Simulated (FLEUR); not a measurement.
# Zr (P6_3/mmc) in FLEUR: a series of runs

The runs below take Zr through band structure, equation of state, with SCAN.

Everything below comes from runs of FLEUR MaX-R8.1 (later development tree). Logs are shortened: lines on timing, memory, paths and dates and some standing lists are left out, and cuts for length are marked.

## Step 1: The structure

The structure is hexagonal, space group P6_3/mmc (No. 194). Conventional cell: a = 3.232 Å, b = 3.232 Å, c = 5.147 Å, α = 90.00°, β = 90.00°, γ = 120.00°. Zr (site symmetry -6m2) has 12 Zr at 3.18 to 3.23 Å as nearest neighbours.

## Step 2: Band structure, SCAN

The input, inp.xml:

```xml
<?xml version="1.0" encoding="UTF-8" standalone="no"?>
<fleurInput fleurInputVersion="0.39">
   <comment>
      Zr                                                                                                  
   </comment>
   <calculationSetup>
      <cutoffs Kmax="4.1" Gmax="12.7" GmaxXC="12.7" numbands="0"/>
      <scfLoop itmax="80" minDistance="0.0001" maxIterBroyd="30" imix="Anderson" alpha="0.05" precondParam="0.0" spinf="2.0" sdNocoIR="T"/>
      <coreElectrons ctail="F" frcor="F" kcrel="0" coretail_lmax="0"/>
      <xcFunctional name="LibXC" relativisticCorrections="F">
         <LibXCName exchange="mgga_x_scan" correlation="mgga_c_scan"/>
         <AuxGGA exchange="117" correlation="130"/>
      </xcFunctional>
      <magnetism jspins="1"/>
      <soc l_soc="F" theta="0.0" phi="0.0" spav="F"/>
      <expertModes spex="0" secvar="F"/>
      <geometryOptimization l_f="F" forcealpha="1.0" forcemix="BFGS" epsdisp="0.00001" epsforce="0.00001"/>
      <ldaU l_linMix="F" mixParam="0.05" spinf="1.0"/>
   </calculationSetup>
   <cell>
      <bzIntegration valenceElectrons="24.0" mode="hist" fermiSmearingEnergy="0.00183747">
         <kPointListSelection listName="default-1"/>
         <!-- k-points included here -->
         <xi:include xmlns:xi="http://www.w3.org/2001/XInclude" href="kpts.xml"> </xi:include>
      </bzIntegration>
      <!-- symmetry operations included here -->
      <xi:include xmlns:xi="http://www.w3.org/2001/XInclude" href="sym.xml"> </xi:include>
      <bulkLattice scale="1.0">
         <bravaisMatrix>
            <row-1>    6.1075948347072000     0.0000000000000000     0.0000000000000000</row-1>
            <row-2>   -3.0537974173536000     5.2893322828198945     0.0000000000000000</row-2>
            <row-3>    0.0000000000000000     0.0000000000000000     9.7264203633161994</row-3>
         </bravaisMatrix>
      </bulkLattice>
   </cell>
   <atomSpecies>
      <species name="Zirconium (Zr)" element="Zr" atomicNumber="40">
         <mtSphere radius="2.66" gridPoints="879" logIncrement="0.015"/>
         <atomicCutoffs lmax="10" lnonsphr="10"/>
         <electronConfig flipSpins="F">
            <coreConfig>(1s1/2) (2s1/2) (2p1/2) (2p3/2) (3s1/2) (3p1/2) (3p3/2) (3d3/2) (3d5/2)</coreConfig>
            <valenceConfig>(4s1/2) (4p1/2) (4p3/2) (5s1/2) (4d3/2) (4d5/2)</valenceConfig>
            <stateOccupation state="(4d3/2)" spinUp="0.400000" spinDown="0.400000"/>
            <stateOccupation state="(4d5/2)" spinUp="0.600000" spinDown="0.600000"/>
         </electronConfig>
         <energyParameters s="5" p="5" d="4" f="4"/>
         <lo type="SCLO" l="0" n="4" eDeriv="0"/>
         <lo type="SCLO" l="1" n="4" eDeriv="0"/>
         <lo type="SCLO" l="1" n="4" eDeriv="1"/>
         <lo type="SCLO" l="2" n="4" eDeriv="2"/>
         <lo type="SCLO" l="3" n="4" eDeriv="2"/>
      </species>
   </atomSpecies>
   <atomGroups>
      <atomGroup species="Zirconium (Zr)">
         <relPos label="                   1">-1.000/3.000 1.000/3.000 -1.000/4.000</relPos>
         <relPos label="                   2">1.000/3.000 -1.000/3.000 1.000/4.000</relPos>
         <force calculate="T" relaxXYZ="TTT"/>
      </atomGroup>
   </atomGroups>
   <output dos="F" band="F" slice="F">
      <checks vchk="F" cdinf="F"/>
      <bandDOS minEnergy="-.5*Htr" maxEnergy="0.5*Htr" sigma="0.015" storeEVData="T"/>
      <vacuumDOS vacdos="F" integ="F" star="F" nstars="0" locx1="0.0" locy1="0.0" locx2="0.0" locy2="0.0" nstm="0" tworkf="0.0"/>
      <unfoldingBand unfoldBand="F" supercellX="1" supercellY="1" supercellZ="1"/>
      <plotting iplot="0" polar="F">
         <plot TwoD="T" vec1="  1.0  0.0  0.0" vec2="  0.0  1.0  0.0" vec3="  0.0  0.0  1.0" zero="  0.0  0.0  0.0" file="plot"/>
      </plotting>
      <chargeDensitySlicing numkpt="0" minEigenval="0.0" maxEigenval="0.0" nnne="0" pallst="F"/>
      <specialOutput eonly="F"/>
      <moessbauerParams electricFieldGradient="T" isomerShift="T" coreHyperfine="T" valenceHyperfine="T"/>
      <magneticCircularDichroism mcd="F" energyLo="-10.0" energyUp="0.0"/>
   </output>
  <!-- We include the file relax.xml here to enable relaxations (see documentation) -->
  <xi:include xmlns:xi="http://www.w3.org/2001/XInclude" href="relax.xml"> <xi:fallback/> </xi:include>
</fleurInput>
```

The input, crystal.txt:

```
Zr
&input cartesian=F /
3.2320000000  0.0000000000  0.0000000000
-1.6160000000  2.7989941050  0.0000000000
0.0000000000  0.0000000000  5.1470000000
1.8897261246
1.0 1.0 1.0

2
40 0.6666666666  0.3333333332  0.7500000000
40 0.3333333332  0.6666666666  0.2500000000

&kpt div1=9 div2=9 div3=5 gamma=T /
```

The input, inp.xml (bands):

```
<?xml version="1.0" encoding="UTF-8" standalone="no"?>
<fleurInput fleurInputVersion="0.39">
   <comment>
      Zr                                                                                                  
   </comment>
   <calculationSetup>
      <cutoffs Kmax="4.1" Gmax="12.7" GmaxXC="12.7" numbands="0"/>
      <scfLoop itmax="80" minDistance="0.0001" maxIterBroyd="30" imix="Anderson" alpha="0.05" precondParam="0.0" spinf="2.0" sdNocoIR="T"/>
      <coreElectrons ctail="F" frcor="F" kcrel="0" coretail_lmax="0"/>
      <xcFunctional name="LibXC" relativisticCorrections="F">
         <LibXCName exchange="mgga_x_scan" correlation="mgga_c_scan"/>
         <AuxGGA exchange="117" correlation="130"/>
      </xcFunctional>
      <magnetism jspins="1"/>
      <soc l_soc="F" theta="0.0" phi="0.0" spav="F"/>
      <expertModes spex="0" secvar="F"/>
      <geometryOptimization l_f="F" forcealpha="1.0" forcemix="BFGS" epsdisp="0.00001" epsforce="0.00001"/>
      <ldaU l_linMix="F" mixParam="0.05" spinf="1.0"/>
   </calculationSetup>
   <cell>
      <bzIntegration valenceElectrons="24.0" mode="hist" fermiSmearingEnergy="0.00183747">
         <kPointListSelection listName="path-1"/>
         <!-- k-points included here -->
         <xi:include xmlns:xi="http://www.w3.org/2001/XInclude" href="kpts.xml"> </xi:include>
      </bzIntegration>
      <!-- symmetry operations included here -->
      <xi:include xmlns:xi="http://www.w3.org/2001/XInclude" href="sym.xml"> </xi:include>
      <bulkLattice scale="1.0">
         <bravaisMatrix>
            <row-1>    6.1075948347072000     0.0000000000000000     0.0000000000000000</row-1>
            <row-2>   -3.0537974173536000     5.2893322828198945     0.0000000000000000</row-2>
            <row-3>    0.0000000000000000     0.0000000000000000     9.7264203633161994</row-3>
         </bravaisMatrix>
      </bulkLattice>
   </cell>
   <atomSpecies>
      <species name="Zirconium (Zr)" element="Zr" atomicNumber="40">
         <mtSphere radius="2.66" gridPoints="879" logIncrement="0.015"/>
         <atomicCutoffs lmax="10" lnonsphr="10"/>
         <electronConfig flipSpins="F">
            <coreConfig>(1s1/2) (2s1/2) (2p1/2) (2p3/2) (3s1/2) (3p1/2) (3p3/2) (3d3/2) (3d5/2)</coreConfig>
            <valenceConfig>(4s1/2) (4p1/2) (4p3/2) (5s1/2) (4d3/2) (4d5/2)</valenceConfig>
            <stateOccupation state="(4d3/2)" spinUp="0.400000" spinDown="0.400000"/>
            <stateOccupation state="(4d5/2)" spinUp="0.600000" spinDown="0.600000"/>
         </electronConfig>
         <energyParameters s="5" p="5" d="4" f="4"/>
         <lo type="SCLO" l="0" n="4" eDeriv="0"/>
         <lo type="SCLO" l="1" n="4" eDeriv="0"/>
         <lo type="SCLO" l="1" n="4" eDeriv="1"/>
         <lo type="SCLO" l="2" n="4" eDeriv="2"/>
         <lo type="SCLO" l="3" n="4" eDeriv="2"/>
      </species>
   </atomSpecies>
   <atomGroups>
      <atomGroup species="Zirconium (Zr)">
         <relPos label="                   1">-1.000/3.000 1.000/3.000 -1.000/4.000</relPos>
         <relPos label="                   2">1.000/3.000 -1.000/3.000 1.000/4.000</relPos>
         <force calculate="T" relaxXYZ="TTT"/>
      </atomGroup>
   </atomGroups>
   <output dos="F" band="T" slice="F">
      <checks vchk="F" cdinf="F"/>
      <bandDOS minEnergy="-.5*Htr" maxEnergy="0.5*Htr" sigma="0.015" storeEVData="T"/>
      <vacuumDOS vacdos="F" integ="F" star="F" nstars="0" locx1="0.0" locy1="0.0" locx2="0.0" locy2="0.0" nstm="0" tworkf="0.0"/>
      <unfoldingBand unfoldBand="F" supercellX="1" supercellY="1" supercellZ="1"/>
      <plotting iplot="0" polar="F">
         <plot TwoD="T" vec1="  1.0  0.0  0.0" vec2="  0.0  1.0  0.0" vec3="  0.0  0.0  1.0" zero="  0.0  0.0  0.0" file="plot"/>
      </plotting>
      <chargeDensitySlicing numkpt="0" minEigenval="0.0" maxEigenval="0.0" nnne="0" pallst="F"/>
      <specialOutput eonly="F"/>
      <moessbauerParams electricFieldGradient="T" isomerShift="T" coreHyperfine="T" valenceHyperfine="T"/>
      <magneticCircularDichroism mcd="F" energyLo="-10.0" energyUp="0.0"/>
   </output>
  <!-- We include the file relax.xml here to enable relaxations (see documentation) -->
  <xi:include xmlns:xi="http://www.w3.org/2001/XInclude" href="relax.xml"> <xi:fallback/> </xi:include>
</fleurInput>
```

Potentials or basis: all-electron, FLAPW.

Command:

```
$ inpgen -f crystal.txt -profile fastHighL
$ # inp.xml edited to the form shown
$ fleur_MPI
$ fleur_MPI   # second run, on inp.xml (bands)
```

The program printed:

```text
Welcome to FLEUR        (www.flapw.de)
      MaX-Release 8.1          (www.max-centre.eu)
 func_ids         267         263         267         263
 MetaGGA potential functional detected - V_tau will be computed
 Auxiliary Potential for radial basis: exchange=         117  correlation=         130
The functional 'SCAN exchange of Sun, Ruzsinszky, and Perdew' is an exchange functional, it belongs to the 'MGGA' family and is defined in the reference(s):
[1] J. Sun, A. Ruzsinszky, and J. P. Perdew.,  Phys. Rev. Lett. 115, 036402 (2015)
The functional 'SCAN correlation of Sun, Ruzsinszky, and Perdew' is a correlation functional, it belongs to the 'MGGA' family and is defined in the reference(s):
[1] J. Sun, A. Ruzsinszky, and J. P. Perdew.,  Phys. Rev. Lett. 115, 036402 (2015)
 Using same functional for VXC and EXC

 ========== k-point set info ==========
 Selected k-point list: default-1
 k-point list type: mesh
 9 x 9 x 5
 Number of k points: 36

 ------------Calculation Setup---------------------------
 Number of MPI-tasks      :            1
 Number of PE/node        :            1
 Number of OMP-threads    :            1
 Most efficient MPI parallelization for:
           1           2           3           4           6           9          12          18          36
 Additional eigenvalue parallelization possible
 Number of basis functions:          446
 Approximate size of matrices (H+S) per k-point:         0.003 GB
 --------------------------------------------------------
The functional 'Hammer, Hansen, and Norskov' is an exchange functional, it belongs to the 'GGA' family and is defined in the reference(s):
[... 6 lines left out ...]
 Reset of history
 Reset of history
 Iteration:     1   Distance:      22.64867259 me/bohr^3
The functional 'Hammer, Hansen, and Norskov' is an exchange functional, it belongs to the 'GGA' family and is defined in the reference(s):
[1] B. Hammer, L. B. Hansen, and J. K. Nørskov.,  Phys. Rev. B 59, 7413 (1999)
The functional 'Perdew, Burke & Ernzerhof' is a correlation functional, it belongs to the 'GGA' family and is defined in the reference(s):
[1] J. P. Perdew, K. Burke, and M. Ernzerhof.,  Phys. Rev. Lett. 77, 3865 (1996)
[2] J. P. Perdew, K. Burke, and M. Ernzerhof.,  Phys. Rev. Lett. 78, 1396 (1997)
 Using same functional for VXC and EXC
 Iteration:     2   Distance:      21.51963323 me/bohr^3
The functional 'Hammer, Hansen, and Norskov' is an exchange functional, it belongs to the 'GGA' family and is defined in the reference(s):
[1] B. Hammer, L. B. Hansen, and J. K. Nørskov.,  Phys. Rev. B 59, 7413 (1999)
The functional 'Perdew, Burke & Ernzerhof' is a correlation functional, it belongs to the 'GGA' family and is defined in the reference(s):
[1] J. P. Perdew, K. Burke, and M. Ernzerhof.,  Phys. Rev. Lett. 77, 3865 (1996)
[2] J. P. Perdew, K. Burke, and M. Ernzerhof.,  Phys. Rev. Lett. 78, 1396 (1997)
 Using same functional for VXC and EXC
 Iteration:     3   Distance:      20.41452185 me/bohr^3
The functional 'Hammer, Hansen, and Norskov' is an exchange functional, it belongs to the 'GGA' family and is defined in the reference(s):
[1] B. Hammer, L. B. Hansen, and J. K. Nørskov.,  Phys. Rev. B 59, 7413 (1999)
The functional 'Perdew, Burke & Ernzerhof' is a correlation functional, it belongs to the 'GGA' family and is defined in the reference(s):
[1] J. P. Perdew, K. Burke, and M. Ernzerhof.,  Phys. Rev. Lett. 77, 3865 (1996)
[2] J. P. Perdew, K. Burke, and M. Ernzerhof.,  Phys. Rev. Lett. 78, 1396 (1997)
 Using same functional for VXC and EXC
 Iteration:     4   Distance:       1.84570155 me/bohr^3
The functional 'Hammer, Hansen, and Norskov' is an exchange functional, it belongs to the 'GGA' family and is defined in the reference(s):
[1] B. Hammer, L. B. Hansen, and J. K. Nørskov.,  Phys. Rev. B 59, 7413 (1999)
The functional 'Perdew, Burke & Ernzerhof' is a correlation functional, it belongs to the 'GGA' family and is defined in the reference(s):
[1] J. P. Perdew, K. Burke, and M. Ernzerhof.,  Phys. Rev. Lett. 77, 3865 (1996)
[2] J. P. Perdew, K. Burke, and M. Ernzerhof.,  Phys. Rev. Lett. 78, 1396 (1997)
 Using same functional for VXC and EXC
 Iteration:     5   Distance:       1.35220553 me/bohr^3
The functional 'Hammer, Hansen, and Norskov' is an exchange functional, it belongs to the 'GGA' family and is defined in the reference(s):
[... 39 lines left out ...]
 Using same functional for VXC and EXC
 Iteration:    11   Distance:       0.00202540 me/bohr^3
The functional 'Hammer, Hansen, and Norskov' is an exchange functional, it belongs to the 'GGA' family and is defined in the reference(s):
[1] B. Hammer, L. B. Hansen, and J. K. Nørskov.,  Phys. Rev. B 59, 7413 (1999)
The functional 'Perdew, Burke & Ernzerhof' is a correlation functional, it belongs to the 'GGA' family and is defined in the reference(s):
[1] J. P. Perdew, K. Burke, and M. Ernzerhof.,  Phys. Rev. Lett. 77, 3865 (1996)
[2] J. P. Perdew, K. Burke, and M. Ernzerhof.,  Phys. Rev. Lett. 78, 1396 (1997)
 Using same functional for VXC and EXC
 Iteration:    12   Distance:       0.00106895 me/bohr^3
The functional 'Hammer, Hansen, and Norskov' is an exchange functional, it belongs to the 'GGA' family and is defined in the reference(s):
[1] B. Hammer, L. B. Hansen, and J. K. Nørskov.,  Phys. Rev. B 59, 7413 (1999)
The functional 'Perdew, Burke & Ernzerhof' is a correlation functional, it belongs to the 'GGA' family and is defined in the reference(s):
[1] J. P. Perdew, K. Burke, and M. Ernzerhof.,  Phys. Rev. Lett. 77, 3865 (1996)
[2] J. P. Perdew, K. Burke, and M. Ernzerhof.,  Phys. Rev. Lett. 78, 1396 (1997)
 Using same functional for VXC and EXC
 Iteration:    13   Distance:       0.00038062 me/bohr^3
The functional 'Hammer, Hansen, and Norskov' is an exchange functional, it belongs to the 'GGA' family and is defined in the reference(s):
[1] B. Hammer, L. B. Hansen, and J. K. Nørskov.,  Phys. Rev. B 59, 7413 (1999)
The functional 'Perdew, Burke & Ernzerhof' is a correlation functional, it belongs to the 'GGA' family and is defined in the reference(s):
[1] J. P. Perdew, K. Burke, and M. Ernzerhof.,  Phys. Rev. Lett. 77, 3865 (1996)
[2] J. P. Perdew, K. Burke, and M. Ernzerhof.,  Phys. Rev. Lett. 78, 1396 (1997)
 Using same functional for VXC and EXC
 Iteration:    14   Distance:       0.00007522 me/bohr^3

 ********************************************************************
 Run finished successfully
 Stop message:
   all done
 ********************************************************************
```

Wall time 30 s (1 thread of Intel Xeon 6975P-C (Granite Rapids), shared host); peak memory 0.09 GiB.

Results:

| Property | Result |
| --- | --- |
| Free energy | -195906.6093 eV |
| Band gap along the path | none (metal or under the smearing width) |
| Valence electrons inside the program's atomic spheres | Zr 10.07 (radii Zr 2.66 bohr) |

Levels at the corners of the path, in eV from the Fermi level:
```
point  band 8  band 9  band 10  band 11  band 12  band 13  band 14  band 15  band 16  band 17
    Γ  -27.38   -5.99    -3.21     0.95     0.95     1.06     1.07     1.68     1.68     2.33
    M  -27.49   -2.70    -2.66    -2.24    -0.35     0.63     0.84     1.53     5.18     5.59
    K  -27.78   -2.18    -1.49    -1.49    -1.24     0.31     0.31     1.93     4.51     4.51
    Γ  -27.38   -5.99    -3.21     0.95     0.95     1.06     1.07     1.68     1.68     2.33
    A  -27.45   -4.20    -4.20     0.00     0.00     0.85     0.85     0.85     0.85     4.22
    L  -27.62   -3.01    -3.01    -1.11    -1.11     1.58     1.58     2.38     2.38     5.42
    H  -27.55   -1.49    -1.49    -1.37    -1.37    -0.11    -0.11     2.21     2.21     4.61
    A  -27.45   -4.20    -4.20     0.00     0.00     0.85     0.85     0.85     0.85     4.22
    L  -27.62   -3.01    -3.01    -1.11    -1.11     1.58     1.58     2.38     2.38     5.42
    M  -27.49   -2.70    -2.66    -2.24    -0.35     0.63     0.84     1.53     5.18     5.59
    K  -27.78   -2.18    -1.49    -1.49    -1.24     0.31     0.31     1.93     4.51     4.51
    H  -27.55   -1.49    -1.49    -1.37    -1.37    -0.11    -0.11     2.21     2.21     4.61
```

Core levels (eV from the Fermi level):
| atom | levels |
| --- | --- |
| 1 Zr | 1s1/2 -17812.9, 2s1/2 -2462.8, 2p1/2 -2253.6, 2p3/2 -2167.7, 3s1/2 -399.0, 3p1/2 -321.1, 3p3/2 -307.4, 3d3/2 -170.3, 3d5/2 -167.8 |
| 2 Zr | 1s1/2 -17812.9, 2s1/2 -2462.8, 2p1/2 -2253.6, 2p3/2 -2167.7, 3s1/2 -399.0, 3p1/2 -321.1, 3p3/2 -307.4, 3d3/2 -170.3, 3d5/2 -167.8 |

Caveat: the meta-GGA is that of a development version, with a GGA for the radial functions and cores and without core tails.

(Continued in part 2 of 2.)
